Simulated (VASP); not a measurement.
Here is a VASP 6.6.1 calculation.

INCAR

```
PREC = Accurate ; ENCUT = 520
EDIFF = 1E-6 ; ISMEAR = -1
SIGMA = 0.15 ; LREAL = F
LASPH = T ; NELM = 100
ALGO = Normal ; ISIF = 2
LWAVE = F ; LCHARG = F
GGA = PS ; NBANDS = 10
```

KPOINTS

```
Automatic mesh
0
Gamma
  7 7 8
```

The input POSCAR:

```
Br
1.0
   -1.4277500000      1.4694900000      3.5705100000
    1.4268000000     -1.3888700000      3.5380500000
    1.4302900000      1.3914200000     -3.5384300000
Br
1
Direct
    0.0000000000      0.0000000000      0.0000000000
```

Potentials or basis: VASP PAW PBE potentials, release 64 (Br).

Launch:

```console
$ cat potpaw_PBE.64/Br/POTCAR > POTCAR
$ mpirun -np 1 vasp_std > vasp.out
```

**Question.** What does it give for the pressure?

**Answer.** -1.3 GPa.

**Question.** What does it give for the band gap on the k mesh?

**Answer.** None (metal or under the smearing width).

Stress tensor (GPa, compression positive):
```
-2.24 -0.05  0.09
-0.05 -2.23 -0.03
 0.09 -0.03  0.49
```

Caveat: the k mesh is coarse (spacing up to 0.39 Å⁻¹), so the values aren't converged; the PAW data sets were made with another functional, which shifts forces and pressure a little; an odd number of electrons without spin polarisation forces a metal; a magnetic or distorted state may lie lower.
